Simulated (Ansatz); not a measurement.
**Relaxation of HfO₂**

Level of theory: DFT r2SCAN, scalar-relativistic, plane waves, PAW in Ansatz 0.2.0. Settings: 500 eV cutoff, 6×6×8 k-mesh, Gaussian smearing of 0.02 eV, no spin polarisation.

What was changed: relaxed at -1 GPa.

Spin–orbit coupling is left out, which can shift energies with elements as heavy as these.

Command:

```bash
ansatz run input.yaml --threads 1 --pin off --max-ram 2560MiB --backend cpu --events-out ev --progress --plain --runs-dir out
```

Input:

```yaml
crystal:
  lattice:
    - [4.8539810982, 0.0, 0.0]
    - [0.0, 4.8539810982, 0.0]
    - [0.0, 0.0, 3.2308495244]
  atoms:
    - { symbol: Hf, position: [0.0, 0.0, 0.0] }
    - { symbol: Hf, position: [0.5, 0.5, 0.5] }
    - { symbol: O, position: [0.194919183, 0.805080817, 0.5] }
    - { symbol: O, position: [0.305080817, 0.305080817, 0.0] }
    - { symbol: O, position: [0.694919183, 0.694919183, 0.0] }
    - { symbol: O, position: [0.805080817, 0.194919183, 0.5] }
basis:
  ecutwfc: 500
kpoints:
  mp_grid: { grid: [6, 6, 8] }
hamiltonian:
  xc: r2scan
scf:
  occupations: { method: gaussian, width: 0.02 }
output:
  forces: true
  stress: true
  eigenvalues: true
relax:
  adjacent_minimum: "off"
  f_tol: 0.008
  max_steps: 50
  cell: { stress_tol: 0.08, p_target: -1.0 }
```

F is the free energy. Steps run on the plane waves of an earlier cell, but the last one, and at times one on the way, on a freshly chosen basis, so a repeated geometry can differ a little in energy. The relaxation lowers the enthalpy F + PV at the target pressure, so F itself can rise.

Steps:

```json
{"step": "1", "F − F(1) (eV)": "0.0000", "largest force component (eV/Å)": "0.023", "V (Å³/atom)": "12.687", "P (GPa)": "-2.25"}
{"step": "2", "F − F(1) (eV)": "-0.0049", "largest force component (eV/Å)": "0.007", "V (Å³/atom)": "12.604", "P (GPa)": "-0.71"}
{"step": "3", "F − F(1) (eV)": "-0.0044", "largest force component (eV/Å)": "0.002", "V (Å³/atom)": "12.618", "P (GPa)": "-0.98"}
{"step": "4", "F − F(1) (eV)": "-0.0042", "largest force component (eV/Å)": "0.002", "V (Å³/atom)": "12.618", "P (GPa)": "-0.98"}
```

Relaxed structure:

```cif
data_structure
_symmetry_space_group_name_H-M 'P 1'
_symmetry_Int_Tables_number 1
_cell_length_a 4.8457
_cell_length_b 4.8457
_cell_length_c 3.2243
_cell_angle_alpha 90.000
_cell_angle_beta 90.000
_cell_angle_gamma 90.000
_cell_volume 75.71
loop_
_atom_site_label
_atom_site_type_symbol
_atom_site_fract_x
_atom_site_fract_y
_atom_site_fract_z
_atom_site_occupancy
Hf1 Hf 0.00000 0.00000 0.00000 1
Hf2 Hf 0.50000 0.50000 0.50000 1
O1 O 0.19482 0.80518 0.50000 1
O2 O 0.30518 0.30518 0.00000 1
O3 O 0.69482 0.69482 0.00000 1
O4 O 0.80518 0.19482 0.50000 1
```

It takes space group P4_2/mnm (No. 136, tetragonal). The conventional cell has a = 4.846 Å, b = 4.846 Å, c = 3.224 Å, α = 90.00°, β = 90.00°, γ = 90.00°. Around Hf (site symmetry mmm) lie 6 O at 2.09 Å. Around O (site symmetry m2m) lie 3 Hf at 2.09 Å.

The run converged. Time: 2.8 min on 1 thread of AMD EPYC (Zen 3) (shared host), peak memory 0.63 GiB.